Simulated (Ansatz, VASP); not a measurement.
# Cross-check of AlN between VASP and Ansatz, part 2 of 2

One calculation is typed for both programs; each brings its own data sets and cutoff. How far apart do they land? The cell is taken from a series of VASP runs on this material, whose earlier steps may have relaxed, scaled or displaced it; both programs get it as it stands.

VASP 6.6.1 and Ansatz 0.2.0.

So far. Step 2 (VASP: band structure, HSE06): The run ends at a pressure of -0.57 GPa.

### Step 3. Ansatz: band structure, HSE06

Level of this step: Ansatz beside VASP: Kohn-Sham DFT, plane waves, HSE06 (Ansatz).

Ansatz runs on its default PAW (the set named soft_2) files.

The same cell, functional, mesh and smearing now go to Ansatz, which takes its cutoff from its data sets.

input.yaml reads:

```yaml
crystal:
  lattice:
    - [0.0, 2.183994, 2.183994]
    - [2.183994, 0.0, 2.183994]
    - [2.183994, 2.183994, 0.0]
  atoms:
    - { symbol: Al, position: [0.0, 0.0, 0.0] }
    - { symbol: "N", position: [0.75, 0.75, 0.75] }
hamiltonian:
  xc: { exchange: pbe, correlation: pbe, exx: { coeff: 0.25, omega: 0.2 } }
  pseudopotentials: { kind: paw }
kpoints:
  mp_grid: { grid: [6, 6, 6] }
  band_path:
    path:
      - [0.0, 0.0, 0.0]
      - [0.5, 0.0, 0.5]
      - [0.5, 0.21429, 0.71429]
      - [0.41071, 0.33929, 0.75]
      - [0.16071, 0.16071, 0.32143]
      - [0.21429, 0.21429, 0.21429]
      - [0.55357, 0.39286, 0.55357]
      - [0.58929, 0.25, 0.66071]
      - [0.5, 0.28571, 0.71429]
      - [0.5, 0.5, 0.5]
      - [0.375, 0.375, 0.75]
      - [0.5, 0.0, 0.5]
    npoints: 1
scf:
  occupations: { method: gaussian, width: 0.02 }
  n_extra_bands: 7
output:
  forces: true
  stress: true
  eigenvalues: true
  write_density: true
  write_potential: true
  elf: true
  volumetric_format: npy
```

Run with:

```
$ ansatz run input.yaml --threads 4 --pin off --max-ram 9216MiB --backend cpu --events-out ev --progress --plain --runs-dir out
```

Numbers of over 12 decimals in the logs are rounded to 6 here.

What it wrote:

```text
Warning: output.stress: scf.convergence.dr2_threshold = 1e-7 eV (the SCF's general default) is looser than the 2e-10 eV advised for a printed stress (1e-10 eV for each atom of the cell: 2). What an SCF threshold leaves in a stress goes as its square root, and in the free energy as the threshold itself, and one threshold admits the most on a small cell: [figures from the program's tests cut] Set scf.convergence.dr2_threshold to 2e-10 eV or tighter. The threshold is an SCF's pass mark: one that does not reach it within its budget of iterations ends unconverged, or closes short of it on a stop that the run arms, and scf.convergence.dr2_threshold's page says what that costs each kind of run
Warning: output.stress: scf.exx.energy_threshold = 1e-6 eV is looser than the 2e-8 eV advised for a stress under a hybrid functional (1e-8 eV for each atom of the cell: 2). Every SCF of the exchange loop can meet its threshold on dr2 while the loop round them stops early: no threshold on dr2 bounds what that leaves in the stress. Set scf.exx.energy_threshold to 2e-8 eV or tighter. The threshold is the loop's pass mark: a loop that does not reach it within its budget of cycles ends unconverged, and scf.exx.energy_threshold's page has the law
scf.n_extra_bands = 7 over 4 filled bands (N_el = 8.0): the run solves 11 bands
Engine: ansatz 0.2.0, aarch64-unknown-linux-gnu
Pseudopotentials: kind: paw
Pseudopotential: Al, paw, valence charge 3, recommended cutoff 420 eV (normal), Al.paw.azcp
Pseudopotential: N, paw, valence charge 5, recommended cutoff 420 eV (normal), N.paw.azcp
Functional definition: unnamed
  parameter a_1 = 0.25
  parameter omega_1 = 0.2/angstrom
  exchange = pbe_x + (-a_1)*pbe_x_sr(omega_1) + a_1*exact_x_sr(omega_1)
  correlation = pbe_c
Crystal: 2 atoms, lattice volume = 20.835 Å³
Basis set: ecut = 420 eV, 411 PW (Γ), exchange–correlation on 48×48×48 points (8 copies of the dense FFT grid, shifted against one another)
Bands: 11, of which v1, the nominal top of the filled ones, is band 4 counted from 1 (3 counted from 0)
Symmetry: 24 space group operations
Space group: F-43m (ITA 216), of the structure as read, at distance tolerance 2.8e-5 Å
k-points: 16 of 216 (time reversal used)
Non-local potential: Al, projectors of the file, l = 0: 2, l = 1: 2, l = 2: 1
Non-local potential: N, projectors of the file, l = 0: 2, l = 1: 2, l = 2: 1
PAW form: soft (Blöchl's): semilocal exchange-correlation on the pseudo side does not see the compensation charge
PAW frozen core: Al, regenerated for the run's functional, and the local potential with it (the file was generated under x = pbe(κ = 0.804, μ = 0.219515), c = pbe(β = 0.066725))
PAW frozen core: N, regenerated for the run's functional, and the local potential with it (the file was generated under x = pbe(κ = 0.804, μ = 0.219515), c = pbe(β = 0.066725))
PAW one-centre angular grid: Al, 110 points (default); XC on 64 Gauss nodes
PAW one-centre angular grid: N, 110 points (default); XC on 64 Gauss nodes
Initial density: superposition of atomic densities (neutral atoms: chi_scale 0, normalization atom), corrected by the library's trained network
Initial wavefunctions: pseudopotential atomic-orbital guess
Functional: x = pbe(κ = 0.804, μ = 0.219515), c = pbe(β = 0.066725), warm-up for x = pbe(κ = 0.804, μ = 0.219515) + 0.25 (exact − pbe) at short range (hse, ω = 0.2 Å⁻¹), c = pbe(β = 0.066725)
SCF iter   1: F=—  HF=-924.195843 eV  |F-HF|=—  |Δ(HF+E_count)|=         —  Δρ=9.33e-4  dr2=1.16e-4  ethr=1.77e-3  ⟨swp⟩=2.0  Hψ=1221  notcnv=0
preconditioner: auto → none  [insulator: Δε(μ)=3.330 eV  Ē_g=19.154 eV  σ=0.020 eV  W_gap=1.00  n_scr=0 (ndim 8)  ℏωp=23.0 eV  f_vac=0.000  D(μ)=0.00/eV (n_scr^D=0)]
SCF iter   2: F=-924.195922 eV  HF=-924.195899 eV  |F-HF|=2.24e-5  |Δ(HF+E_count)|=   5.62e-5  Δρ=4.03e-4  dr2=1.82e-5  ethr=1.46e-6  ⟨swp⟩=3.7  Hψ=342  notcnv=0  defer=15
SCF 1 stopped early in 2 iterations: F = -924.195922 eV  dr2 = 1.82e-5
  greatest PAW one-centre occupation: 0.788 electrons in one spin orbital (limit 2), on the N atom at site 1 (counted from 0), in its partial waves of l = 0
Initial density: handed on by an earlier stage of this run
Initial wavefunctions: those handed on with the density
Functional: x = pbe(κ = 0.804, μ = 0.219515) + 0.25 (exact − pbe) at short range (hse, ω = 0.2 Å⁻¹), c = pbe(β = 0.066725)
Exchange kernel: α = 0.2500, screened, ω = 0.2000 Å⁻¹, Wigner–Seitz truncation, v(0) = 1121.6291 eV·Å³, q-mesh 6×6×6, nearest image of the exchange supercell L = 18.53 Å, pair-density grid 15×15×15, without the augmentation charges, whose exchange is taken in its separable form by FFT convolution over the k-point mesh (sized by the pseudopotential files, 18×18×18 at the most), smooth part of the exact exchange by density-matrix convolution
Frozen-core exchange: fock
SCF iter   1: F=—  HF=-924.661597 eV  |F-HF|=—  |Δ(HF+E_count)|=         —  Δρ=6.29e-3  dr2=4.30e-3  ethr=2.27e-6  ⟨swp⟩=7.9  Hψ=886  notcnv=0
preconditioner: auto → none  [insulator: Δε(μ)=4.546 eV  Ē_g=21.438 eV  σ=0.020 eV  W_gap=1.00  n_scr=0 (ndim 8)  ℏωp=23.0 eV  f_vac=0.000  D(μ)=0.00/eV (n_scr^D=0)]
SCF iter   2: F=—  HF=-924.659986 eV  |F-HF|=—  |Δ(HF+E_count)|=   1.61e-3  Δρ=2.91e-3  dr2=1.18e-3  ethr=2.27e-6  ⟨swp⟩=3.0  Hψ=416  notcnv=0
SCF iter   3: F=—  HF=-924.659610 eV  |F-HF|=—  |Δ(HF+E_count)|=   3.77e-4  Δρ=2.98e-4  dr2=2.79e-4  ethr=2.27e-6  ⟨swp⟩=3.1  Hψ=410  notcnv=0  defer=1
SCF iter   4: F=—  HF=-924.662208 eV  |F-HF|=—  |Δ(HF+E_count)|=   2.60e-3  Δρ=5.38e-4  dr2=5.14e-5  ethr=2.30e-7  ⟨swp⟩=4.3  Hψ=493  notcnv=0  defer=1
iter 5 solved again at ethr=1.27e-8 eV; its pass at ethr=2.30e-7 eV (dr2=1.02e-6 eV) is discarded
SCF iter   5: F=—  HF=-924.662197 eV  |F-HF|=—  |Δ(HF+E_count)|=   1.19e-5  Δρ=8.78e-5  dr2=3.51e-6  ethr=1.27e-8  ⟨swp⟩=3.1  Hψ=542  notcnv=0
SCF iter   6: F=-924.662221 eV  HF=-924.662221 eV  |F-HF|=4.66e-7  |Δ(HF+E_count)|=   2.47e-5  Δρ=6.03e-5  dr2=4.62e-7  ethr=1.27e-8  ⟨swp⟩=4.2  Hψ=360  notcnv=0  defer=1
SCF 2 stopped early in 6 iterations: F = -924.662221 eV  dr2 = 4.62e-7
hybrid outer 1: dexx = +2.802e-3 eV, tail = 4.01e-6 eV
Exchange kernel: α = 0.2500, screened, ω = 0.2000 Å⁻¹, Wigner–Seitz truncation, v(0) = 1121.6291 eV·Å³, q-mesh 6×6×6, nearest image of the exchange supercell L = 18.53 Å, pair-density grid 15×15×15, without the augmentation charges, whose exchange is taken in its separable form by FFT convolution over the k-point mesh (sized by the pseudopotential files, 18×18×18 at the most), smooth part of the exact exchange by density-matrix convolution
Frozen-core exchange: fock
SCF iter   1: F=—  HF=-924.662221 eV  |F-HF|=—  |Δ(HF+E_count)|=         —  Δρ=2.30e-5  dr2=3.93e-8  ethr=2.51e-7  ⟨swp⟩=4.9  Hψ=482  notcnv=0
preconditioner: auto → none  [insulator: Δε(μ)=4.575 eV  Ē_g=21.434 eV  σ=0.020 eV  W_gap=1.00  n_scr=0 (ndim 8)  ℏωp=23.0 eV  f_vac=0.000  D(μ)=0.00/eV (n_scr^D=0)]
SCF iter   2: F=-924.662221 eV  HF=-924.662221 eV  |F-HF|=3.11e-9  |Δ(HF+E_count)|=   2.32e-8  Δρ=6.96e-6  dr2=7.00e-9  ethr=4.54e-10  ⟨swp⟩=3.6  Hψ=318  notcnv=0
SCF 3 converged in 2 iterations: F = -924.662221 eV  dr2 = 7.00e-9
  Residual-converged pass: ⟨swp⟩=2.9  Hψ=283  notcnv=0  max |occ|·‖R‖ = 2.2e-6 eV (tolerance 2.4e-6 eV)  dr2=7.04e-9  dr2_onsite=5.66e-10  max |Δocc| = 0.0e0
hybrid outer 2: dexx = +2.790e-8 eV, tail = 1.57e-8 eV, Δε = 9.80e-4 eV (about 7.44e-5 eV left of the loop's levels)
NSCF: frozen V_eff on 12 k-points
hybrid SCF converged: 2 outer / 8 inner (+2 warm-up), last move |dexx| = 2.79e-8 eV, tail = 1.57e-8 eV
Stability not checked: this state was not tested for a lower state beside it, because the functional holds exact exchange (a hybrid, or Hartree-Fock), whose exchange loop this test does not read (fock_operator; see scf.lower_state_search)
Free energy (F): -924.662221 eV
Frozen-core exchange: fock
Harris-Foulkes:  -924.662221 eV  (|F-HF|=3.11e-9)
Internal energy: -924.662221 eV  (E = F + TS)
E sigma→0 (E₀):  -924.662221 eV
Fermi energy:    8.312438 eV
--- Per-component energies (eV) ---
  E_band       = 3.990881
  E_kinetic    = 160.017498
  E_local      = -222.407379  (includes V_loc(G=0)·N_el)
  E_nonlocal   = 54.304262
  E_hartree    = 77.524867
  E_xc         = -82.474763
  E_vxc        = -86.832188  (∫ρ·V_xc dr)
  E_exx        = -18.042656  (= α·E_x^exact, valence–valence)
  E_paw        = -596.913598  (= ΣΔE_a)
  E_vpaw       = -20.055316  (= ΣTr[D̂ρ^β])
  E_aug_tail   = 0.000097  (compensation charges beyond the density's cutoff)
  E_ewald      = -296.603495
  E_core_change = -0.067052  (= ΣΔE_core)
  E_smearing   = -0.000000  (= −TS)
  E_closure    = 0.000000  (closes the sum)
  Σ components = -924.662221   (vs F -924.662221, Δ=0.00e0)
--- Forces (eV/Å), atoms counted from 1 ---
  atom   1  Al    -0.00000000     0.00000000    -0.00000000
  atom   2  N      0.00000000    -0.00000000     0.00000000
  max |Σ_I F_I| component: 1.85e-16 eV/Å
--- Stress (GPa, compression-positive) ---
       -0.403077       0.000000      -0.000000
        0.000000      -0.403077       0.000000
       -0.000000       0.000000      -0.403077
  P = ⅓ Tr σ = -0.4031 GPa (-4.031 kbar)
--- Band table (eV; the first three rows and the last of 16) ---
  k-point 0: bands = [-10.4108, 6.0249, 6.0249, 6.0249, 11.6069, 20.3459, 20.3459, 20.3459, ... 3 higher]
  k-point 1: bands = [-9.9873, 4.0665, 5.8815, 5.8815, 13.0977, 19.4282, 20.5232, 20.5232, ... 3 higher]
  k-point 2: bands = [-8.9416, 1.1250, 5.6201, 5.6201, 14.5823, 18.2029, 19.4221, 19.4221, ... 3 higher]
  k-point 15: bands = [-7.5262, 1.3684, 3.0218, 3.3723, 12.6218, 17.9634, 20.8520, 21.0932, ... 3 higher]
```

It took 21 s on 4 threads of Arm Neoverse N1, shared host; peak memory 0.57 GiB.

Reading the cycles: dr2 is the Hartree energy of the density residual (eV), the measure of convergence; HF is the Harris–Foulkes estimate of the energy, which meets the free energy F at convergence.

### Step 4. Differences

Known differences besides the potentials themselves: exact exchange at q = 0 is treated differently, which shows on coarse meshes; VASP keeps PBE cores, Ansatz makes them for the functional; the cutoff is 420 eV in Ansatz and 520 eV in VASP; VASP takes a coarser grid for exact exchange (PRECFOCK = Fast). Total energies have different zeros and are not compared.

Compared:

```
                                        quantity  Ansatz   VASP  difference
                                  pressure (GPa)   -0.40  -0.57       +0.17
pressure without Ansatz's Pulay correction (GPa)   -0.80  -0.57       -0.23
                   gap over the path points (eV)   4.575  4.575       0.000
```

Levels at points of the path, from each program's valence-band top (eV; 3 filled, then empty):

| k (reciprocal lattice) | Ansatz | VASP |
| --- | --- | --- |
| 0.000 0.000 0.000 | 0.00 0.00 0.00 5.58 14.32 | 0.00 0.00 0.00 5.57 14.27 |
| 0.500 0.000 0.500 | -5.30 -1.93 -1.93 4.58 10.11 | -5.34 -1.95 -1.95 4.58 10.10 |
| 0.500 0.214 0.714 | -4.28 -3.48 -2.81 7.27 12.76 | -4.32 -3.51 -2.84 7.29 12.78 |
| 0.411 0.339 0.750 | -4.54 -3.85 -1.72 6.71 11.89 | -4.58 -3.88 -1.74 6.72 11.90 |
| 0.161 0.161 0.321 | -3.23 -1.21 -0.12 8.40 12.68 | -3.25 -1.23 -0.13 8.39 12.66 |
| 0.214 0.214 0.214 | -2.84 -0.22 -0.22 7.62 13.01 | -2.85 -0.22 -0.22 7.61 12.98 |
| 0.554 0.393 0.554 | -5.88 -1.77 -0.82 9.07 10.47 | -5.92 -1.79 -0.83 9.08 10.46 |
| 0.589 0.250 0.661 | -4.54 -3.85 -1.72 6.71 11.89 | -4.58 -3.88 -1.74 6.72 11.90 |
| 0.500 0.286 0.714 | -4.28 -3.71 -2.51 7.54 12.70 | -4.32 -3.73 -2.53 7.56 12.71 |
| 0.500 0.500 0.500 | -6.32 -0.53 -0.53 8.92 11.66 | -6.35 -0.54 -0.54 8.90 11.67 |

Among the levels compared at these points, filled levels agree within 42 meV and empty ones within 56 meV. Ansatz's pressure holds a Pulay correction of 0.40 GPa; VASP's holds none.

### Step 5. What came out

* difference in gap over the path points (band structure, HSE06): -2.0e-4 eV

The difference in gap over the path points is -2.0e-4 eV (band structure, HSE06), within the 0.08 eV picked in this series as the mark of a large difference. How closely two codes agree says nothing of how well the functional describes the real material.

[Lines on the potential files, build, host, timing and source positions are cut from VASP's logs without a mark.]

[Logs are printed without paths, hosts, clocks, repeated set-up lines and the standing remarks that a program may print on its own settings, such as how far it seeks lower states.]

[Hosts, paths, dates, database ids (printed as entryN), source tags and the programs' standing remarks are cut or masked in the printed files.]
